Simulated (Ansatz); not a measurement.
We consider rock-salt NaBr, described by Hartree–Fock (plane waves, PAW; Ansatz, an electronic-structure program).

Numerical settings: plane-wave cutoff 460 eV, 8×8×8 k mesh, Fermi–Dirac smearing 0.01 eV, scalar-relativistic PAW data made under PBE.

Equation-of-state points:

```csv
V (Å³/atom),E − E_lowest (meV/atom),P (GPa)
27.712,4.49,1.013
28.696,0.45,0.298
29.170,0.00,0.000
29.899,0.90,-0.408
30.629,3.55,-0.762
```

Fit the third-order Birch–Murnaghan equation and give B0 and B′.

V0 = 29.186 Å³/atom, B0 = 17.5 GPa, B′ = 4.7 (fit to the energies at full precision).

Measured, for comparison: bulk modulus 22.6 GPa (4 K, zero-point motion not removed; as tabulated in Doll and Stoll (1998), arXiv:cond-mat/9801031); equilibrium volume per atom 26.01 Å³/atom (low temperature, zero-point motion not removed; as tabulated in Doll and Stoll (1998), arXiv:cond-mat/9801031). Computed (rounded) less measured: bulk modulus -23 %, equilibrium volume per atom +12.2 %.

The computed numbers hold no vibrational or temperature effects.
